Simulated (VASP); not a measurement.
## GeO$_{2}$ (quartz): computed properties

The numbers are results of r2SCAN meta-GGA, VASP's PBE PAW potentials (set 64) (plane waves; VASP), not measurements.

```
Quantity                                                                                                               Value
---------------------------------------------  -----------------------------------------------------------------------------
space group                                                                                                     P3_221 (154)
cell                                           a = 5.0064 Å, b = 5.0064 Å, c = 5.6762 Å, α = 90.00°, β = 90.00°, γ = 120.00°
volume per atom                                                                                                13.69 Å³/atom
band gap (over mesh and band path)                                                                                   4.10 eV
smallest direct gap (over mesh and band path)                                                                        4.16 eV
band-edge character                                                                                         indirect, K to Γ
density                                                                                                           4.23 g/cm³
mean ε∞ (independent particles)                                                                                         3.00
```

```cif
data_Ge3O6
_chemical_formula_sum 'Ge3 O6'
_space_group_name_H-M_alt 'P 1'
_space_group_IT_number 1
_cell_length_a 5.00637
_cell_length_b 5.00637
_cell_length_c 5.67616
_cell_angle_alpha 90.000
_cell_angle_beta 90.000
_cell_angle_gamma 120.000
loop_
_space_group_symop_operation_xyz
  'x, y, z'
loop_
_atom_site_label
_atom_site_type_symbol
_atom_site_fract_x
_atom_site_fract_y
_atom_site_fract_z
_atom_site_occupancy
Ge1 Ge 0.00000 0.45146 0.33333 1
Ge2 Ge 0.54854 0.54854 0.00000 1
Ge3 Ge 0.45146 0.00000 0.66667 1
O1 O 0.30238 0.39621 0.24344 1
O2 O 0.60379 0.90618 0.91010 1
O3 O 0.69762 0.09382 0.42323 1
O4 O 0.90618 0.60379 0.08990 1
O5 O 0.39621 0.30238 0.75656 1
O6 O 0.09382 0.69762 0.57677 1
```

Measured: a 4.987 Å (computed value off by +0.4 %), c 5.652 Å (computed value off by +0.4 %), as given by Shoichiro Saito et al., Japanese Journal of Applied Physics (2011), arXiv:1008.4998. The calculation is for a static lattice, while the measured a, c hold thermal and zero-point effects, which are part of the difference.

The compound is GeO2 in the quartz structure, a metastable form; rutile is stable. It was relaxed first. Symmetry was kept, so distortions that lower it aren't found.
